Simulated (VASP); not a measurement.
Wanted: the native input for a VASP 6.6.1 run.

- Task: relaxation of cell and atoms
- Functional: SCAN
- Potentials or basis: VASP PAW PBE potentials, release 64 (W_sv)
- Cutoff: 600 eV
- k mesh: 11 × 11 × 11
- Occupations: fermi-dirac, width 0.05 eV
- Spin: no spin polarisation
- Further INCAR settings: ALGO = Normal; EDIFF = 1e-07; IBRION = 2; EDIFFG = -0.01; NSW = 60; ISIF = 3

The structure of W lies in POSCAR:

```
W
1.0
    0.0000000000      2.0300000000      2.0300000000
    2.0300000000      0.0000000000      2.0300000000
    2.0300000000      2.0300000000      0.0000000000
W
1
Direct
    0.0000000000      0.0000000000      0.0000000000
```

This isn't the form of W at room conditions, which is bcc.

The input as run:

INCAR

```
SYSTEM = W
  ALGO = Normal
  EDIFF = 1E-7
  EDIFFG = -0.01
  ENCUT = 600
  IBRION = 2
  ISIF = 3
  ISMEAR = -1
  LASPH = .True.
  LCHARG = .False.
  LMIXTAU = .True.
  LREAL = .False.
  LWAVE = .False.
  METAGGA = SCAN
  NELM = 100
  NSW = 60
  PREC = Accurate
  SIGMA = 0.05
```

KPOINTS

```
k-points
0
Gamma
  11 11 11
  0 0 0
```

Potentials or basis: VASP PAW PBE potentials, release 64 (W_sv).

Command:

```sh
$ cat potpaw_PBE.64/W_sv/POTCAR > POTCAR
$ mpirun -np 1 vasp_std > vasp.out
```

Results of the run:

```json
{
 "Relaxed volume": "15.91 Å³/atom",
 "Relaxed cell": "a = 2.823 Å, b = 2.823 Å, c = 2.823 Å, α = 60.00°, β = 60.00°, γ = 60.00°",
 "Space group after relaxing (to 0.05 Å)": "Fm-3m (No. 225)",
 "Energy gained by relaxing": "38.1 meV/atom",
 "Ionic steps": "5",
 "Pressure after relaxing": "0.1 GPa",
 "Band gap on the k mesh": "none (metal or under the smearing width)"
}
```

Caveat: the PAW data sets were made with another functional, which shifts forces and pressure a little.

Wall time 2.7 min on 1 thread of Intel(R) Xeon(R) Platinum 8488C (Sapphire Rapids), on a shared host, peak memory 0.16 GiB.
